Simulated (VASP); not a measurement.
# Ni (Fm-3m) in VASP: a series of runs

One crystal, Ni, is run at these levels: PBE; tasks: relaxation of cell and atoms.

Program: VASP 6.6.1. These are calculated values, not measurements. Logs are shortened: lines on timing, memory, paths and dates and some standing lists are left out, and cuts for length are marked.

**1. The structure**

Symmetry: Fm-3m, No. 225, cubic system. The conventional cell has a = 3.524 Å, b = 3.524 Å, c = 3.524 Å, α = 90.00°, β = 90.00°, γ = 90.00°. Ni (site symmetry m-3m) is surrounded by 12 Ni at 2.49 Å.

**2. Relaxation of cell and atoms, PBE, collinear spin, ferromagnetic start**

The input, INCAR:

```
SYSTEM = Ni
PREC = Accurate
ENCUT = 600
EDIFF = 1E-6
ISMEAR = 1
SIGMA = 0.1
LREAL = .False.
LASPH = .True.
NELM = 150
ALGO = Normal
ISIF = 3
LWAVE = .False.
LCHARG = .False.
ISPIN = 2
MAGMOM = 0.7
LORBIT = 11
LMAXMIX = 4
GGA = PE
IBRION = 2
NSW = 90
EDIFFG = -0.01
AMIX = 0.2
BMIX = 1E-4
AMIX_MAG = 0.8
BMIX_MAG = 1E-4
```

The input, KPOINTS:

```
Automatic mesh
0
Gamma
  22 22 22
  0 0 0
```

The input, POSCAR:

```
Ni
1.0
    0.0000000000      1.7619350000      1.7619350000
    1.7619350000      0.0000000000      1.7619350000
    1.7619350000      1.7619350000      0.0000000000
Ni
1
Direct
    0.0000000000      0.0000000000      0.0000000000
```

Potentials or basis: VASP PAW PBE potentials, release 64 (Ni).

On the command line:

```bash
> cat potpaw_PBE.64/Ni/POTCAR > POTCAR
> mpirun -np 1 vasp_std > vasp.out
```

OUTCAR:

```text
SYSTEM = Ni
   PREC = Accurate
   ENCUT = 600
   EDIFF = 1E-6
   ISMEAR = 1
   LREAL = .False.
   LASPH = .True.
   NELM = 150
   ISIF = 3
   ISPIN = 2
   LORBIT = 11
   GGA = PE
   IBRION = 2
   NSW = 90
   EDIFFG = -0.01
   AMIX = 0.2
   AMIX_MAG = 0.8

 ion  position               nearest neighbor table
   1  0.000  0.000  0.000-

  LATTYP: Found a face centered cubic cell.
 ALAT       =     3.5238700000

  Lattice vectors:

 A1 = (   0.0000000000,   1.7619350000,   1.7619350000)
 A2 = (   1.7619350000,   0.0000000000,   1.7619350000)
 A3 = (   1.7619350000,   1.7619350000,   0.0000000000)

Analysis of symmetry for initial positions (statically):
=====================================================================
 Subroutine PRICEL returns:
 Original cell was already a primitive cell.

 Routine SETGRP: Setting up the symmetry group for a
 face centered cubic supercell.

 Subroutine GETGRP returns: Found 48 space group operations
 (whereof 48 operations were pure point group operations)
 out of a pool of 48 trial point group operations.

The static configuration has the point symmetry O_h .

Analysis of symmetry for dynamics (positions and initial velocities):
=====================================================================
 Subroutine PRICEL returns:
 Original cell was already a primitive cell.

 Routine SETGRP: Setting up the symmetry group for a
 face centered cubic supercell.

 Subroutine GETGRP returns: Found 48 space group operations
 (whereof 48 operations were pure point group operations)
 out of a pool of 48 trial point group operations.

The dynamic configuration has the point symmetry O_h .

Analysis of structural, dynamic, and magnetic symmetry:
=====================================================================
 Subroutine PRICEL returns:
 Original cell was already a primitive cell.

 Routine SETGRP: Setting up the symmetry group for a
 face centered cubic supercell.

 Subroutine GETGRP returns: Found 48 space group operations
 (whereof 48 operations were pure point group operations)
 out of a pool of 48 trial point group operations.

The overall configuration has the point symmetry O_h .

 Subroutine INISYM returns: Found 48 space group operations
 (whereof 48 operations are pure point group operations),
 and found     1 'primitive' translations

----------------------------------------------------------------------------------------

                                     Primitive cell

  volume of cell :      10.9396

  direct lattice vectors                    reciprocal lattice vectors
     0.000000000  1.761935000  1.761935000    -0.283778914  0.283778914  0.283778914
     1.761935000  0.000000000  1.761935000     0.283778914 -0.283778914  0.283778914
     1.761935000  1.761935000  0.000000000     0.283778914  0.283778914 -0.283778914

  length of vectors
     2.491752373  2.491752373  2.491752373     0.491519496  0.491519496  0.491519496

  position of ions in fractional coordinates (direct lattice)
     0.000000000  0.000000000  0.000000000

  ion indices of the primitive-cell ions
   primitive index   ion index
                 1           1

----------------------------------------------------------------------------------------

 KPOINTS: Automatic mesh

Automatic generation of k-mesh.
 Grid dimensions read from file:
 generate k-points for:   22   22   22

 Generating k-lattice:

  Cartesian coordinates                     Fractional coordinates (reciprocal lattice)
    -0.012899042  0.012899042  0.012899042     0.045454545  0.000000000  0.000000000
     0.012899042 -0.012899042  0.012899042     0.000000000  0.045454545  0.000000000
     0.012899042  0.012899042 -0.012899042     0.000000000  0.000000000  0.045454545

  Length of vectors
     0.022341795  0.022341795  0.022341795

  Shift w.r.t. Gamma in fractional coordinates (k-lattice)
     0.000000000  0.000000000  0.000000000

 Subroutine IBZKPT returns following result:
 ===========================================

 Found    328 irreducible k-points:

 Following reciprocal coordinates:
            Coordinates               Weight
  0.000000  0.000000  0.000000      1.000000
  0.045455  0.000000  0.000000      8.000000
  0.090909  0.000000  0.000000      8.000000
  0.136364  0.000000  0.000000      8.000000
  0.181818  0.000000  0.000000      8.000000
  0.227273  0.000000  0.000000      8.000000
[... 16 lines left out ...]
  0.500000  0.045455  0.000000     24.000000
 -0.454545  0.045455  0.000000     24.000000
 [... further k-points ...]
   k-points           NKPTS =    328   k-points in BZ     NKDIM =    328   number of bands    NBANDS=      9
   number of dos      NEDOS =    301   number of ions     NIONS =      1
   total plane-waves  NPLWV =   8000
   dimension x,y,z NGX =    20 NGY =   20 NGZ =   20
   dimension x,y,z NGXF=    40 NGYF=   40 NGZF=   40
   ions per type =               1
   NGX,Y,Z   is equivalent  to a cutoff of  13.34, 13.34, 13.34 a.u.
   NGXF,Y,Z  is equivalent  to a cutoff of  26.69, 26.69, 26.69 a.u.
 SYSTEM =  Ni
   PREC   = accura    normal or accurate (medium, high low for compatibility)
   ISTART =      0    job   : 0-new  1-cont  2-samecut
   ICHARG =      2    charge: 1-file 2-atom 10-const
   ISPIN  =      2    spin polarized calculation?
   LNONCOLLINEAR =      F non collinear calculations
   LSORBIT =      F    spin-orbit coupling
   LASPH  =      T    aspherical Exc in radial PAW
   ENCUT  =  600.0 eV  44.10 Ry    6.64 a.u.   4.98  4.98  4.98*2*pi/ulx,y,z
   NELM   =    150;   NELMIN=  2; NELMDL= -5     # of ELM steps
   EDIFF  = 0.1E-05   stopping-criterion for ELM
   LREAL  =      F    real-space projection
   EDIFFG = -.1E-01   stopping-criterion for IOM
   NSW    =     90    number of steps for IOM
   IBRION =      2    ionic relax: 0-MD 1-quasi-New 2-CG
   NFREE  =      1    steps in history (QN), initial steepest desc. (CG)
   ISIF   =      3    stress and relaxation
   ISYM   =      2    0-nonsym 1-usesym 2-fastsym
   POTIM  = 0.5000    time-step for ionic-motion
   TEBEG  =    0.0;   TEEND  =   0.0 temperature during run
   PSTRESS=    0.0 pullay stress
   NELECT =      10.0000    total number of electrons
   NUPDOWN=      -1.0000    fix difference up-down
   EMIN   =  10.00;   EMAX   =-10.00  energy-range for DOS
   EFERMI =   0.00;   METHOD = LEGACY
   ISMEAR =     1;   SIGMA  =   0.10  broadening in eV -4-tet -1-fermi 0-gaus
   EFERMI_NEDOS =   21; number of points for ismear=-14 and -15
   IALGO  =     38    algorithm
   IMIX   =      4    mixing-type and parameters
     AMIX     =   0.20;   BMIX     =  0.00
     AMIX_MAG =   0.80;   BMIX_MAG =  0.00
  volume/ion in A,a.u.               =      10.94        73.82
  Fermi-wavevector in a.u.,A,eV,Ry     =   1.588821  3.002436 34.345893  2.524352
  Thomas-Fermi vector in A             =   2.687765
   LORBIT       =     11    0 simple, 1 ext, 2 COOP (PROOUT), +10 PAW based schemes
   GGA     = PE    functional components
   LHFCALC =     F    Hartree Fock is set to
   AEXX    =    0.0000 exact exchange contribution
   IVDW    =     0    specifies the selected vdW correction
   LEPSILON=     F    determine dielectric tensor
   LRPA    =     F    only Hartree local field effects (RPA)
 conjugate gradient relaxation of ions
 spin polarized calculation
 Methfessel and Paxton  Order N= 1 SIGMA  =   0.10
  energy-cutoff  :      600.00
  volume of cell :       10.94
 maximum number of plane-waves:       377
   NGX =  9   NGY =  9   NGZ =  9

--------------------------------------- Ionic step        1  -------------------------------------------

 number of electron      10.0000010 magnetization       0.6465912

 Free energy of the ion-electron system (eV)
  ---------------------------------------------------
  ext. energy  EPLUGINS =         0.00000000
  ---------------------------------------------------
  free energy    TOTEN  =        -5.47011242 eV

  energy without entropy =       -5.47073070  energy(sigma->0) =       -5.47031851

------------------------ aborting loop because EDIFF is reached ----------------------------------------

  FORCE on cell =-STRESS in cart. coord.  units (eV):
  Direction    XX          YY          ZZ          XY          YZ          ZX
  --------------------------------------------------------------------------------------
  -------------------------------------------------------------------------------------
  Total       -0.0746529     -0.0746529     -0.0746529      0.0000000      0.0000000     -0.0000000
  in kB      -10.9334630    -10.9334630    -10.9334630      0.0000000      0.0000000     -0.0000000
  external PRESSURE =     -10.9334630 kB  Pullay stress =       0.0000000 kB
[... 55 lines left out ...]
  energy  without entropy=       -5.4707074750  energy(sigma->0) =       -5.47028982

--------------------------------------- Ionic step        3  -------------------------------------------

 number of electron      10.0000009 magnetization       0.6463933

 Free energy of the ion-electron system (eV)
  ---------------------------------------------------
  ext. energy  EPLUGINS =         0.00000000
  ---------------------------------------------------
  free energy    TOTEN  =        -5.47029224 eV

  energy without entropy =       -5.47091462  energy(sigma->0) =       -5.47049970

 E-fermi :   9.3821     XC(G=0): -13.2526

 val. band max:        9.3820428907   @ k =  -0.4091   0.1818   0.0000
 cond. band min:       9.3829417205   @ k =  -0.4545   0.5000   0.0455
 fundamental gap:      0.0008988298
 Fermi energy:         9.3820620575

 spin component 1

 k-point     1 :       0.0000    0.0000    0.0000
  band No.  band energies     occupation
      1       0.3610      1.00000
      2       6.9175      1.00000
      3       6.9175      1.00000
      4       6.9175      1.00000
      5       8.1002      1.00000
      6       8.1002      1.00000
      7      33.0876      0.00000
      8      36.9434      0.00000
      9      36.9434      0.00000
[... 265 lines left out ...]
 k-point    24 :      -0.4545    0.0455    0.0000
  band No.  band energies     occupation
      1       4.5574      1.00000
      2       6.9170      1.00000
      3       6.9747      1.00000
      4       8.2486      1.00000
      5       8.7099      1.00000
      6       9.4895     -0.03124
      7      15.2754      0.00000
      8      31.1154      0.00000
      9      33.1643      0.00000

 [... further k-points ...]

 spin component 2

 k-point     1 :       0.0000    0.0000    0.0000
  band No.  band energies     occupation
      1       0.3283      1.00000
      2       7.6966      1.00000
      3       7.6966      1.00000
      4       7.6966      1.00000
      5       8.6992      1.00000
      6       8.6992      1.00000
      7      32.9246      0.00000
      8      36.9261      0.00000
      9      36.9261      0.00000
[... 304 lines left out ...]
  FREE ENERGIE OF THE ION-ELECTRON SYSTEM (eV)
  ---------------------------------------------------
  free  energy   TOTEN  =        -5.4702922395 eV

  energy  without entropy=       -5.4709146206  energy(sigma->0) =       -5.47049970

 reached required accuracy - stopping structural energy minimisation

 total charge

# of ion       s       p       d       tot
------------------------------------------
    1        0.498   0.498   8.313   9.308

 magnetization (x)

# of ion       s       p       d       tot
------------------------------------------
    1       -0.006  -0.025   0.689   0.658
```

Wall time 76 s (1 thread of Intel Xeon Platinum 8488C (Sapphire Rapids), shared host); peak memory 0.19 GiB.

Results:

| Item | Value |
| --- | --- |
| Free energy | -5.4703 eV |
| Relaxed volume | 10.89 Å³/atom |
| Relaxed cell | a = 2.488 Å, b = 2.488 Å, c = 2.488 Å, α = 60.00°, β = 60.00°, γ = 60.00° |
| Space group after relaxing (to 0.05 Å) | Fm-3m (No. 225) |
| Energy gained by relaxing | 0.2 meV/atom |
| Ionic steps | 3 |
| Pressure after relaxing | 0.1 GPa |
| Band gap on the k mesh | none (metal or under the smearing width) |
| Net moment | 0.65 μB per cell |
| Site moments | Ni +0.66 μB |
| Valence electrons inside the program's atomic spheres | Ni 9.31 |

The path:
```csv
step,energy change (eV),largest force (eV/Å),pressure (GPa),volume (Å³)
1,0.0000,0.0000,-1.09,10.94
2,0.0000,0.0000,0.99,10.82
3,-0.0002,0.0000,0.08,10.89
```

Final structure:
```yaml
crystal:
  lattice:
    - [0.00000, 1.75904, 1.75904]
    - [1.75904, 0.00000, 1.75904]
    - [1.75904, 1.75904, 0.00000]
  atoms:
    - { symbol: Ni, position: [0.00000, 0.00000, 0.00000] }
```

Levels at points of the mesh, in eV from the Fermi level:
Spin up:
```
           k point  band 3  band 4  band 5  band 6  band 7  band 8
(0.00, 0.00, 0.00)   -2.46   -2.46   -1.28   -1.28   23.71   27.56
(0.50, 0.00, 0.00)   -2.44   -0.63   -0.63   -0.31    5.63   22.20
(0.50, 0.50, 0.00)   -0.57   -0.51   -0.51    2.43    9.20   14.80
```
Spin down:
| k point | band 1 | band 2 | band 3 | band 4 | band 5 | band 6 | band 7 | band 8 | band 9 |
| --- | --- | --- | --- | --- | --- | --- | --- | --- | --- |
| (0.00, 0.00, 0.00) | -9.05 | -1.69 | -1.69 | -1.69 | -0.68 | -0.68 | 23.54 | 27.54 | 27.54 |
| (0.50, 0.00, 0.00) | -4.41 | -1.81 | -1.81 | -0.37 | 0.14 | 0.14 | 6.07 | 22.05 | 24.74 |
| (0.50, 0.50, 0.00) | -4.31 | -3.58 | 0.05 | 0.38 | 0.38 | 2.39 | 9.45 | 14.82 | 14.82 |

**3. Relaxation of cell and atoms, PBE, collinear spin, ferromagnetic start**

This run uses another cell than the first one, of 10.89 Å³/atom, 0.995 times its volume.

INCAR, as its differences from that of step 2:

```diff
@@ -3,3 +3,3 @@
 ENCUT = 600
-EDIFF = 1E-6
+EDIFF = 1E-7
 ISMEAR = 1
@@ -20,3 +20,3 @@
 NSW = 90
-EDIFFG = -0.01
+EDIFFG = -0.005
 AMIX = 0.2
```

KPOINTS is that of step 2.

The input, POSCAR:

```
Ni                                      
1.0
    0.0000000000      1.7590428523      1.7590428523
    1.7590428523      0.0000000000      1.7590428523
    1.7590428523      1.7590428523     -0.0000000000
  Ni            
     1
Direct
     0.0000000000000000    0.0000000000000000    0.0000000000000000
```

Potentials or basis: VASP PAW PBE potentials, release 64 (Ni).

On the command line:

```bash
> cat potpaw_PBE.64/Ni/POTCAR > POTCAR
> mpirun -np 1 vasp_std > vasp.out
```

OUTCAR:

```text
SYSTEM = Ni
   PREC = Accurate
   ENCUT = 600
   EDIFF = 1E-7
   ISMEAR = 1
   LREAL = .False.
   LASPH = .True.
   NELM = 150
   ISIF = 3
   ISPIN = 2
   LORBIT = 11
   GGA = PE
   IBRION = 2
   NSW = 90
   EDIFFG = -0.005
   AMIX = 0.2
   AMIX_MAG = 0.8

 ion  position               nearest neighbor table
   1  0.000  0.000  0.000-

  LATTYP: Found a face centered cubic cell.
 ALAT       =     3.5180857046

  Lattice vectors:

 A1 = (   0.0000000000,   1.7590428523,   1.7590428523)
 A2 = (   1.7590428523,   0.0000000000,   1.7590428523)
 A3 = (   1.7590428523,   1.7590428523,   0.0000000000)

Analysis of symmetry for initial positions (statically):
=====================================================================
 Subroutine PRICEL returns:
 Original cell was already a primitive cell.

 Routine SETGRP: Setting up the symmetry group for a
 face centered cubic supercell.
[... 266 lines left out ...]
 fundamental gap:      0.0009638269
 Fermi energy:         9.3871251135

 spin component 1

 k-point     1 :       0.0000    0.0000    0.0000
  band No.  band energies     occupation
      1       0.3636      1.00000
      2       6.9215      1.00000
      3       6.9215      1.00000
      4       6.9215      1.00000
      5       8.1047      1.00000
      6       8.1047      1.00000
      7      33.0957      0.00000
      8      36.9541      0.00000
      9      36.9541      0.00000
[... 265 lines left out ...]
 k-point    24 :      -0.4545    0.0455    0.0000
  band No.  band energies     occupation
      1       4.5604      1.00000
      2       6.9209      1.00000
      3       6.9786      1.00000
      4       8.2530      1.00000
      5       8.7147      1.00000
      6       9.4943     -0.03109
      7      15.2827      0.00000
      8      31.1237      0.00000
      9      33.1747      0.00000

 [... further k-points ...]

 spin component 2

 k-point     1 :       0.0000    0.0000    0.0000
  band No.  band energies     occupation
      1       0.3306      1.00000
      2       7.7008      1.00000
      3       7.7008      1.00000
      4       7.7008      1.00000
      5       8.7039      1.00000
      6       8.7039      1.00000
      7      32.9323      0.00000
      8      36.9365      0.00000
      9      36.9365      0.00000
[... 304 lines left out ...]
  FREE ENERGIE OF THE ION-ELECTRON SYSTEM (eV)
  ---------------------------------------------------
  free  energy   TOTEN  =        -5.4702619022 eV

  energy  without entropy=       -5.4708844934  energy(sigma->0) =       -5.47046943

 reached required accuracy - stopping structural energy minimisation

 total charge

# of ion       s       p       d       tot
------------------------------------------
    1        0.498   0.498   8.313   9.309

 magnetization (x)

# of ion       s       p       d       tot
------------------------------------------
    1       -0.006  -0.025   0.689   0.658
```

Wall time 81 s (1 thread of Intel Xeon Platinum 8488C (Sapphire Rapids), shared host); peak memory 0.19 GiB.

What came out:

- Free energy: -5.4703 eV
- Relaxed volume: 10.88 Å³/atom
- Relaxed cell: a = 2.487 Å, b = 2.487 Å, c = 2.487 Å, α = 60.00°, β = 60.00°, γ = 60.00°
- Space group after relaxing (to 0.05 Å): Fm-3m (No. 225)
- Energy gained by relaxing: 0.0 meV/atom
- Ionic steps: 3
- Pressure after relaxing: 0.0 GPa
- Band gap on the k mesh: none (metal or under the smearing width)
- Net moment: 0.65 μB per cell
- Site moments: Ni +0.66 μB
- Valence electrons inside the program's atomic spheres: Ni 9.31

Final structure:
```yaml
crystal:
  lattice:
    - [0.00000, 1.75884, 1.75884]
    - [1.75884, 0.00000, 1.75884]
    - [1.75884, 1.75884, 0.00000]
  atoms:
    - { symbol: Ni, position: [0.00000, 0.00000, 0.00000] }
```
